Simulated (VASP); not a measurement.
InP, 2 atoms in the cell. The structure is cubic, space group F-43m (No. 216). The conventional cell has a = 5.861 Å, b = 5.861 Å, c = 5.861 Å, α = 90.00°, β = 90.00°, γ = 90.00°. Around In (site symmetry -43m) lie 4 P at 2.54 Å. P (site symmetry -43m) has 4 In at 2.54 Å as nearest neighbours. 

| Property | Result |
| --- | --- |
| Program | VASP 6.6.1 |
| Task | band structure |
| Functional | PBE |
| Potentials or basis | VASP PAW PBE potentials, release 54 (In, P) |
| Cutoff | 900 eV |
| k mesh | 8 × 8 × 8 |
| Occupations | fermi-dirac, width 0.05 eV |
| Spin | no spin polarisation |
| Further INCAR settings | ALGO = Normal; EDIFF = 1e-06; NBANDS = 11 |

Potentials or basis: VASP PAW PBE potentials, release 54 (In, P).

Command:

```console
$ cat potpaw_PBE.54/In/POTCAR potpaw_PBE.54/P/POTCAR > POTCAR
$ cp INCAR.step1 INCAR
$ cp KPOINTS.step1 KPOINTS
$ mpirun -np 1 vasp_std > vasp.out
$ cp INCAR.step2 INCAR
$ cp KPOINTS.step2 KPOINTS
$ mpirun -np 1 vasp_std > vasp.out
```

Hardware: 1 thread of Intel(R) Xeon(R) Platinum 8488C (Sapphire Rapids) (shared host).

Question: How long does it take, and how much memory?

Answer: It took 2.2 min on 1 thread of Intel(R) Xeon(R) Platinum 8488C (Sapphire Rapids), with other jobs on the host, peak memory 0.41 GiB. Counts: scf iterations 7, k points 150.
